**Q:** I have the levels of a two-layer WS2 sheet at six points of reciprocal space, and the row for Γ, the point (0, 0), is blank. Can I fill it in by reasoning?

Levels of an unrelaxed two-layer WS2 slab at points of the 10×10×1 k mesh (third coordinate 0), counted from the valence top. They were computed with GPAW 26.7.0 using revPBE without spin polarisation or spin-orbit coupling, a 450 eV plane-wave cutoff, PAW data sets from gpaw-data 1.2.1 (6 valence electrons for W) and Fermi-Dirac smearing of 0.05 eV.

```csv
point a (reciprocal cell vector),point b (reciprocal cell vector),level under 2 (eV),level under 1 (eV),level over 1 (eV),level over 2 (eV)
0.0000,0.0000,?,?,?,?
0.2000,-0.1000,-0.905,-0.660,1.848,2.104
0.3000,0.0000,-1.590,-1.515,1.908,2.138
0.4000,-0.2000,-1.292,-1.241,1.556,1.979
0.4000,0.3000,-0.572,-0.531,1.670,1.709
0.5000,0.4000,-1.121,-1.051,2.331,2.452
0.5000,0.5000,-1.424,-1.335,2.518,2.555
```

**A:** Most of it, if you first settle what the columns mean. At each point, "level under 1" is the highest occupied level and "level under 2" the next one down. "Level over 1" is the lowest empty level and "level over 2" the next one up. Energies are counted from the valence top, the highest occupied level of the whole sheet.

**Q:** Then something is odd. The highest occupied level I can see is at (0.4, 0.3), and it lies at -0.531 eV. Where is the zero?

**A:** At a point you can't see yet, and physics suggests Γ. Imagine the two layers far apart: each level of one layer has a twin in the other at nearly the same energy. Bring them together, and twins whose orbitals reach across the gap push each other apart, one up and one down. In WS2 the top occupied state at Γ contains sulfur pz orbitals, which point straight into that gap. Near the zone corner K it consists mainly of tungsten d orbitals lying in the plane, buried inside each layer.

**Q:** Does the table bear that out?

**A:** Compare two points. At (0.2, -0.1), the known point nearest Γ, the two highest occupied levels are 0.245 eV apart. At (0.4, 0.3), close to K, they are only 0.041 eV apart. The table shows the splittings; the orbital picture comes from general knowledge of these materials. Spin-orbit coupling is left out of this calculation, so neither splitting is a spin splitting.

**Q:** So I put level under 1 at Γ at zero?

**A:** Yes: 0.00 eV, with a range from -0.05 to 0. It can't be positive, because zero is the top by definition. The small allowance below covers a top that sits slightly away from Γ.

**Q:** And its partner, level under 2?

**A:** Start from the centre of the pair, the average of the two levels, because an even push up and down leaves it in place. As the wave vector changes, this centre must repeat with the reciprocal lattice, so a simple description is a constant plus one lattice wave. With $a$ and $b$ for the columns "point a" and "point b", I use

$$h_2=\tfrac13[\cos 2\pi(a-b)+\cos 2\pi(2a+b)+\cos 2\pi(a+2b)].$$

This wave equals 1 both at Γ and at K. I chose it after looking at the six known points, which show the centre high near Γ and high near K.

**Q:** What does it give at Γ?

**A:** A least-squares fit to the six known points gives a centre of $-1.089+0.738\,h_2$ in eV. At Γ, where $h_2=1$, that is -0.351 eV. If the upper partner is at zero, the lower one lies as far below the centre as zero lies above it. That puts it at $2\times(-0.351)=-0.70$ eV.

**Q:** Couldn't I simply follow the splitting as it grows towards Γ?

**A:** That is a good second route. Tunnelling between layers weakens as the in-plane wave vector $k$ grows, roughly as a Gaussian in $k$. I draw that curve through (0.2, -0.1) and (0.3, 0), after allowing for a small energy offset between the layers. For the offset I take the splitting near K, where coupling should be weak. Continued to Γ, the curve gives a splitting of 0.48 eV.

**Q:** The routes disagree by more than 0.2 eV. Which do you believe?

**A:** Neither enough to drop the other, so I take the midpoint: -0.59 eV, with a range from -0.80 to -0.40. The range covers both routes with some margin. It is a judgement, because only one known point shows a strong splitting.

**Q:** Now the empty levels. The lowest one I see is at (0.4, -0.2), on the line from Γ to K, and there is another low one near K.

**A:** Two valleys so close together need a wave that ripples twice as fast as the lattice's basic one:

$$h_3=\tfrac13[\cos 4\pi a+\cos 4\pi b+\cos 4\pi(a+b)].$$

It is equally low at your two valley points and reaches 1 at Γ and at the edge midpoint M, listed as (0.5, 0.5). The fit to the six known points gives $1.930+0.635\,h_3$ in eV, hence 2.56 eV at Γ.

**Q:** How wide is the error bar?

**A:** From 2.20 to 2.90 eV. The lower end has a firm basis if the valence top is at Γ. The smallest direct gap on the whole mesh is 2.201 eV, found at (0.4, 0.3), so the lowest empty level at Γ can't be closer to zero than that. The upper end is a judgement: it lies about a third of an eV above the fitted value, to allow for the crudeness of a single wave.

**Q:** And level over 2? I suppose it splits away strongly, like the occupied pair.

**A:** I expect the opposite: it should equal level over 1 within 0.01 eV. Of tungsten's five d orbitals, the one pointing along the sheet normal joins sulfur pz in the occupied top at Γ. The other four form two sets of two, and the lowest empty levels at Γ should come from one of these sets. The sheet's threefold axis and mirror planes keep the members of each set at the same energy at Γ, as long as spin-orbit coupling is left out.

**Q:** Then let's see the row.

The withheld rows as computed:

```csv
point a (reciprocal cell vector),point b (reciprocal cell vector),level under 2 (eV),level under 1 (eV),level over 1 (eV),level over 2 (eV)
0.0000,0.0000,-0.684,0.000,2.494,2.494
```

**A:** All four levels fall inside their ranges. The valence top is at Γ, and the two lowest empty levels coincide there to the printed digit. The second occupied level lies at -0.684 eV, about 0.10 eV deeper than the forecast. The lowest empty level lies at 2.494 eV, about 0.07 eV below the forecast. The printed output after this exchange lists both fits and the misses.

**Q:** The first route gave -0.70 eV, almost exactly right. Should we have trusted it alone?

**A:** Not on the evidence we had. The same formula puts the centre at (0.2, -0.1) too low by 0.21 eV, although that point was part of the fit. When each known point in turn is left out and predicted from the others, the root-mean-square error is 0.32 eV, most of it from the point near K. The wave has the same value at Γ as at K, so the forecast rests largely on the assumption that the centre is about equally high at both. One good result at Γ doesn't make a single wave a reliable map of this band.

**Q:** Why did the second route fall short?

**A:** It leans on a very small number. At (0.3, 0) the whole splitting is 0.075 eV, and I assumed that about 0.04 eV of offset was mixed into it. With an offset of 0.07 eV, the coupling left there would be $\sqrt{0.075^2-0.07^2}\approx0.03$ eV. The curve would then be much steeper and would reach about 0.7 eV at Γ. Such an offset would have to vary across the zone, since near K the whole splitting is only 0.041 eV. It is a guess, and the fall may not be Gaussian in the first place, because the sulfur pz share of the state can change with $k$ too. Either way, the exercise shows how fragile the extrapolation was.

**Q:** I'm still puzzled that at one and the same point the occupied pair splits most and the empty pair not at all.

**A:** They are different kinds of pair. The occupied levels at Γ are twins from two layers, and nothing forbids them to separate once the layers interact. The empty levels are two members of one symmetric set, and stacking the layers this way leaves that symmetry intact. At M, which lacks the threefold axis, nothing forces two levels together. The empty pair there is 0.037 eV apart, and it may simply be weakly coupled twins from the two layers.

**Q:** What does this mean for someone who makes such sheets?

**A:** In this calculation the gap is indirect. The valence top is at Γ, but the lowest empty level on the mesh is at (0.4, -0.2), at 1.556 eV. Light emission across such a gap needs help from lattice vibrations or defects and is usually weak. Whether the true conduction minimum is there or at K stays open, because the mesh misses K and the lead over the point near K is only 0.114 eV. The sheet was also cut from a crystal without relaxing its atoms. Relaxation could shift the valleys, and so could the missing spin-orbit coupling, since tungsten is heavy. The mesh and cutoff are usual working choices, not converged limits, and the calculation leaves out lattice vibrations. The real gap should also be wider, since functionals of this type usually make gaps too small.

**Q:** And if the layers sit further apart than intended?

**A:** Then the pair at Γ closes up and its upper member sinks towards the centre. If the centre itself stays in place, that is about a third of an eV down in the limit of separate layers. The levels near K hardly notice, because their orbitals barely reach across the gap. At K itself, which the mesh misses, the top occupied level should lie above the -0.531 eV found nearby. Spin-orbit coupling, left out here, would also lift the valence edge at K. So a wide enough spacing can shift the valence top from Γ to K, where a single layer is known to have it. The spacing used in this calculation isn't listed, so the splitting of 0.684 eV at Γ can't be tied to a particular distance.

Output of the analysis:

```
Splittings and direct gaps in eV:
  row  valence pair splitting  conduction pair splitting  direct gap
  0.0                   0.684                          0       2.494
  0.2                   0.245                      0.256       2.508
  0.3                   0.075                       0.23       3.423
  0.4                   0.051                      0.423       2.797
  0.4                   0.041                      0.039       2.201
  0.5                    0.07                      0.121       3.382
  0.5                   0.089                      0.037       3.853
fit of centre on 6 rows: constant -1.089 +/- 0.057, coefficient of h2 0.7376 +/- 0.13; rms 0.114, worst 0.2 -0.212, leave-one-out rms 0.32
  rows outside the fit (model, value, miss): 0.0 -0.3509, -0.342, -0.00894
fit of level_over_1 on 6 rows: constant 1.93 +/- 0.035, coefficient of h3 0.6348 +/- 0.065; rms 0.0694, worst 0.3 -0.109, leave-one-out rms 0.109
  rows outside the fit (model, value, miss): 0.0 2.565, 2.494, 0.0707
Second valence level at Gamma by pair centre (eV): -0.7019
Second valence level at Gamma by Gaussian coupling (eV): -0.4755
Forecast of second valence level at Gamma, midpoint (eV): -0.5887
Computed second valence level at Gamma (eV): -0.684
Miss of second valence level, forecast less computed (eV): 0.09532
Computed highest valence level at Gamma, forecast 0 (eV): 0
Forecast of lowest conduction level at Gamma (eV): 2.565
Computed lowest conduction level at Gamma (eV): 2.494
Miss of lowest conduction level, forecast less computed (eV): 0.07065
Computed splitting of conduction pair at Gamma, forecast 0 (eV): 0
Lead of row 4 over row 5 in lowest conduction level (eV): 0.114
```
